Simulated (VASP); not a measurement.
# MgSe (Fm-3m) in VASP: relaxation of cell and atoms with PBE+D3(BJ)

Aim: the relaxation of cell and atoms of MgSe with PBE+D3(BJ).

Everything below comes from runs of VASP 6.6.1. Logs are shortened: lines on timing, memory, paths and dates and some standing lists are left out, and cuts for length are marked.

## Step 1: The crystal as given

It takes space group Fm-3m (No. 225, cubic). The conventional cell has a = 5.509 Å, b = 5.509 Å, c = 5.509 Å, α = 90.00°, β = 90.00°, γ = 90.00°. Mg (site symmetry m-3m) has 6 Se at 2.75 Å as nearest neighbours. Se (site symmetry m-3m) is surrounded by 6 Mg at 2.75 Å.

## Step 2: Relaxation of cell and atoms, PBE+D3(BJ)

The input, INCAR:

```
PREC     = Accurate       # precision mode
ENCUT    = 600            # plane-wave cutoff, eV
EDIFF    = 1E-7           # SCF threshold, eV
ISMEAR   = 0              # smearing method
SIGMA    = 0.02           # smearing width, eV
LREAL    = False          # projectors in reciprocal space
LASPH    = True           # aspherical terms in the spheres
NELM     = 80             # most SCF steps
ALGO     = Normal         # electronic algorithm
ISIF     = 3              # what is computed and relaxed
LWAVE    = False          # write WAVECAR
LCHARG   = False          # write CHGCAR
GGA      = PE             # functional
IVDW     = 12             # dispersion correction
IBRION   = 2              # ionic algorithm
NSW      = 70             # ionic steps
EDIFFG   = -0.005         # ionic threshold
```

The input, KPOINTS:

```
regular mesh
0
Gamma
  8 8 8
```

The input, POSCAR:

```
MgSe
1.0
    0.0000000000      2.7544736754      2.7544736754
    2.7544736754      0.0000000000      2.7544736754
    2.7544736754      2.7544736754      0.0000000000
Mg Se
1 1
Direct
    0.0000000000      0.0000000000      0.0000000000
    0.5000000000      0.5000000000      0.5000000000
```

Potentials or basis: VASP PAW PBE potentials, release 64 (Mg, Se).

On the command line:

```bash
$ cat potpaw_PBE.64/Mg/POTCAR potpaw_PBE.64/Se/POTCAR > POTCAR
$ mpirun -np 1 vasp_std > vasp.out
```

OUTCAR:

```text
PREC = Accurate
   ENCUT = 600
   EDIFF = 1E-7
   ISMEAR = 0
   LREAL = False
   LASPH = True
   NELM = 80
   ISIF = 3
   GGA = PE
   IVDW = 12
   IBRION = 2
   NSW = 70
   EDIFFG = -0.005
 IVDW          = 12

 ion  position               nearest neighbor table
   1  0.000  0.000  0.000-   2 2.75   2 2.75   2 2.75   2 2.75   2 2.75   2 2.75
   2  0.500  0.500  0.500-   1 2.75   1 2.75   1 2.75   1 2.75   1 2.75   1 2.75

  LATTYP: Found a face centered cubic cell.
 ALAT       =     5.5089473508

  Lattice vectors:

 A1 = (   0.0000000000,   2.7544736754,   2.7544736754)
 A2 = (   2.7544736754,   0.0000000000,   2.7544736754)
 A3 = (   2.7544736754,   2.7544736754,   0.0000000000)

Analysis of symmetry for initial positions (statically):
=====================================================================
 Subroutine PRICEL returns:
 Original cell was already a primitive cell.

 Routine SETGRP: Setting up the symmetry group for a
 face centered cubic supercell.

 Subroutine GETGRP returns: Found 48 space group operations
 (whereof 48 operations were pure point group operations)
 out of a pool of 48 trial point group operations.

The static configuration has the point symmetry O_h .

Analysis of symmetry for dynamics (positions and initial velocities):
=====================================================================
 Subroutine PRICEL returns:
 Original cell was already a primitive cell.

 Routine SETGRP: Setting up the symmetry group for a
 face centered cubic supercell.

 Subroutine GETGRP returns: Found 48 space group operations
 (whereof 48 operations were pure point group operations)
 out of a pool of 48 trial point group operations.

The dynamic configuration has the point symmetry O_h .

 Subroutine INISYM returns: Found 48 space group operations
 (whereof 48 operations are pure point group operations),
 and found     1 'primitive' translations

----------------------------------------------------------------------------------------

                                     Primitive cell

  volume of cell :      41.7971

  direct lattice vectors                    reciprocal lattice vectors
     0.000000000  2.754473675  2.754473675    -0.181522882  0.181522882  0.181522882
     2.754473675  0.000000000  2.754473675     0.181522882 -0.181522882  0.181522882
     2.754473675  2.754473675  0.000000000     0.181522882  0.181522882 -0.181522882

  length of vectors
     3.895414029  3.895414029  3.895414029     0.314406854  0.314406854  0.314406854

  position of ions in fractional coordinates (direct lattice)
     0.000000000  0.000000000  0.000000000
     0.500000000  0.500000000  0.500000000

  ion indices of the primitive-cell ions
   primitive index   ion index
                 1           1
                 2           2

----------------------------------------------------------------------------------------

 KPOINTS: regular mesh

Automatic generation of k-mesh.
 Grid dimensions read from file:
 generate k-points for:    8    8    8

 Generating k-lattice:

  Cartesian coordinates                     Fractional coordinates (reciprocal lattice)
    -0.022690360  0.022690360  0.022690360     0.125000000  0.000000000  0.000000000
     0.022690360 -0.022690360  0.022690360     0.000000000  0.125000000  0.000000000
     0.022690360  0.022690360 -0.022690360     0.000000000  0.000000000  0.125000000

  Length of vectors
     0.039300857  0.039300857  0.039300857

  Shift w.r.t. Gamma in fractional coordinates (k-lattice)
     0.000000000  0.000000000  0.000000000

 Subroutine IBZKPT returns following result:
 ===========================================

 Found     29 irreducible k-points:

 Following reciprocal coordinates:
            Coordinates               Weight
  0.000000  0.000000  0.000000      1.000000
  0.125000  0.000000  0.000000      8.000000
  0.250000  0.000000  0.000000      8.000000
  0.375000  0.000000  0.000000      8.000000
  0.500000  0.000000  0.000000      4.000000
  0.125000  0.125000  0.000000      6.000000
[... 16 lines left out ...]
  0.500000  0.250000  0.125000     48.000000
 -0.375000  0.250000  0.125000     24.000000
 [... further k-points ...]
   k-points           NKPTS =     29   k-points in BZ     NKDIM =     29   number of bands    NBANDS=      8
   number of dos      NEDOS =    301   number of ions     NIONS =      2
   total plane-waves  NPLWV =  32768
   dimension x,y,z NGX =    32 NGY =   32 NGZ =   32
   dimension x,y,z NGXF=    64 NGYF=   64 NGZF=   64
   ions per type =               1   1
   NGX,Y,Z   is equivalent  to a cutoff of  13.66, 13.66, 13.66 a.u.
   NGXF,Y,Z  is equivalent  to a cutoff of  27.31, 27.31, 27.31 a.u.
 SYSTEM =  unknown system
   PREC   = accura    normal or accurate (medium, high low for compatibility)
   ISTART =      0    job   : 0-new  1-cont  2-samecut
   ICHARG =      2    charge: 1-file 2-atom 10-const
   ISPIN  =      1    spin polarized calculation?
   LNONCOLLINEAR =      F non collinear calculations
   LSORBIT =      F    spin-orbit coupling
   LASPH  =      T    aspherical Exc in radial PAW
   ENCUT  =  600.0 eV  44.10 Ry    6.64 a.u.   7.78  7.78  7.78*2*pi/ulx,y,z
   NELM   =     80;   NELMIN=  2; NELMDL= -5     # of ELM steps
   EDIFF  = 0.1E-06   stopping-criterion for ELM
   LREAL  =      F    real-space projection
   EDIFFG = -.5E-02   stopping-criterion for IOM
   NSW    =     70    number of steps for IOM
   IBRION =      2    ionic relax: 0-MD 1-quasi-New 2-CG
   NFREE  =      1    steps in history (QN), initial steepest desc. (CG)
   ISIF   =      3    stress and relaxation
   ISYM   =      2    0-nonsym 1-usesym 2-fastsym
   POTIM  = 0.5000    time-step for ionic-motion
   TEBEG  =    0.0;   TEEND  =   0.0 temperature during run
   PSTRESS=    0.0 pullay stress
   NELECT =       8.0000    total number of electrons
   NUPDOWN=      -1.0000    fix difference up-down
   EMIN   =  10.00;   EMAX   =-10.00  energy-range for DOS
   EFERMI =   0.00;   METHOD = LEGACY
   ISMEAR =     0;   SIGMA  =   0.02  broadening in eV -4-tet -1-fermi 0-gaus
   EFERMI_NEDOS =   21; number of points for ismear=-14 and -15
   IALGO  =     38    algorithm
   IMIX   =      4    mixing-type and parameters
     AMIX     =   0.40;   BMIX     =  1.00
     AMIX_MAG =   1.60;   BMIX_MAG =  1.00
  volume/ion in A,a.u.               =      20.90       141.03
  Fermi-wavevector in a.u.,A,eV,Ry     =   0.943459  1.782878 12.110739  0.890114
  Thomas-Fermi vector in A             =   2.071168
   LORBIT       =      0    0 simple, 1 ext, 2 COOP (PROOUT), +10 PAW based schemes
   GGA     = PE    functional components
   LHFCALC =     F    Hartree Fock is set to
   AEXX    =    0.0000 exact exchange contribution
   IVDW    =    12    specifies the selected vdW correction
   LEPSILON=     F    determine dielectric tensor
   LRPA    =     F    only Hartree local field effects (RPA)
 conjugate gradient relaxation of ions
 non-spin polarized calculation
 Gauss-broadening in eV      SIGMA  =   0.02
  energy-cutoff  :      600.00
  volume of cell :       41.80
 maximum number of plane-waves:      1411
   NGX = 15   NGY = 15   NGZ = 15

--------------------------------------- Ionic step        1  -------------------------------------------

 number of electron       8.0000001 magnetization

 Free energy of the ion-electron system (eV)
  ---------------------------------------------------
  ext. energy  EPLUGINS =         0.00000000
  ---------------------------------------------------
  free energy    TOTEN  =        -7.49046011 eV

  energy without entropy =       -7.49046011  energy(sigma->0) =       -7.49046011

------------------------ aborting loop because EDIFF is reached ----------------------------------------

 Edisp (eV)   -0.72273

 E8    (eV) :    -0.3085

  FORCE on cell =-STRESS in cart. coord.  units (eV):
  Direction    XX          YY          ZZ          XY          YZ          ZX
  --------------------------------------------------------------------------------------
  -------------------------------------------------------------------------------------
  Total      -0.77430    -0.77430    -0.77430     0.00000     0.00000    -0.00000
  in kB     -29.68050   -29.68050   -29.68050     0.00000     0.00000    -0.00000
  external pressure =      -29.68 kB  Pullay stress =        0.00 kB
[... 61 lines left out ...]
  energy  without entropy=       -8.2318037750  energy(sigma->0) =       -8.23180378

--------------------------------------- Ionic step        3  -------------------------------------------

 number of electron       7.9999999 magnetization

 Free energy of the ion-electron system (eV)
  ---------------------------------------------------
  ext. energy  EPLUGINS =         0.00000000
  ---------------------------------------------------
  free energy    TOTEN  =        -7.47302035 eV

  energy without entropy =       -7.47302035  energy(sigma->0) =       -7.47302035

 E-fermi :   3.5019     XC(G=0):  -9.5581

 val. band max:        3.3727246054   @ k =   0.0000   0.0000   0.0000
 cond. band min:       5.2029875740   @ k =   0.5000   0.5000   0.0000
 fundamental gap:      1.8302629686
 Fermi energy:         3.5019240895

 k-point     1 :       0.0000    0.0000    0.0000
  band No.  band energies     occupation
      1      -9.6668      2.00000
      2       3.3727      2.00000
      3       3.3727      2.00000
      4       3.3727      2.00000
      5       6.0853      0.00000
      6      10.7772      0.00000
      7      10.7772      0.00000
      8      10.7772      0.00000
[... 243 lines left out ...]
 k-point    24 :      -0.3750    0.2500    0.1250
  band No.  band energies     occupation
      1      -8.3280      2.00000
      2      -1.1472      2.00000
      3       1.0897      2.00000
      4       2.1233      2.00000
      5       8.1545      0.00000
      6       8.8291      0.00000
      7      11.1924      0.00000
      8      12.5311      0.00000

 [... further k-points ...]

------------------------ aborting loop because EDIFF is reached ----------------------------------------

 Edisp (eV)   -0.75933

 E8    (eV) :    -0.3239

  FORCE on cell =-STRESS in cart. coord.  units (eV):
  Direction    XX          YY          ZZ          XY          YZ          ZX
  --------------------------------------------------------------------------------------
  -------------------------------------------------------------------------------------
  Total       0.00207     0.00207     0.00207     0.00000     0.00000    -0.00000
  in kB       0.08337     0.08337     0.08337     0.00000     0.00000    -0.00000
  external pressure =        0.08 kB  Pullay stress =        0.00 kB
[... 17 lines left out ...]
  FREE ENERGIE OF THE ION-ELECTRON SYSTEM (eV)
  ---------------------------------------------------
  free  energy   TOTEN  =        -8.2323512819 eV

  energy  without entropy=       -8.2323512819  energy(sigma->0) =       -8.23235128

 reached required accuracy - stopping structural energy minimisation
```

Wall time 17 s (1 thread of Intel Xeon Platinum 8488C (Sapphire Rapids), shared host); peak memory 0.2 GiB.

What came out:

- Free energy: -8.2324 eV
- Relaxed volume: 19.91 Å³/atom
- Relaxed cell: a = 3.833 Å, b = 3.833 Å, c = 3.833 Å, α = 60.00°, β = 60.00°, γ = 60.00°
- Space group after relaxing (to 0.05 Å): Fm-3m (No. 225)
- Energy gained by relaxing: 9.6 meV/atom
- Ionic steps: 3
- Pressure after relaxing: 0.0 GPa
- Band gap on the k mesh: 1.83 eV, indirect (least direct gap 2.71 eV)
- Dispersion energy per atom: -0.380 eV

Step by step:
```tsv
step	energy change (eV)	largest force (eV/Å)	pressure (GPa)	volume (Å³)
1	0.0000	0.0000	-2.97	41.80
2	-0.0186	0.0000	0.56	39.50
3	-0.0192	0.0000	0.01	39.81
```

Final structure:
```yaml
crystal:
  lattice:
    - [0.00000, 2.71022, 2.71022]
    - [2.71022, 0.00000, 2.71022]
    - [2.71022, 2.71022, 0.00000]
  atoms:
    - { symbol: Mg, position: [0.00000, 0.00000, 0.00000] }
    - { symbol: Se, position: [0.50000, 0.50000, 0.50000] }
```

A k mesh can miss the band edges.
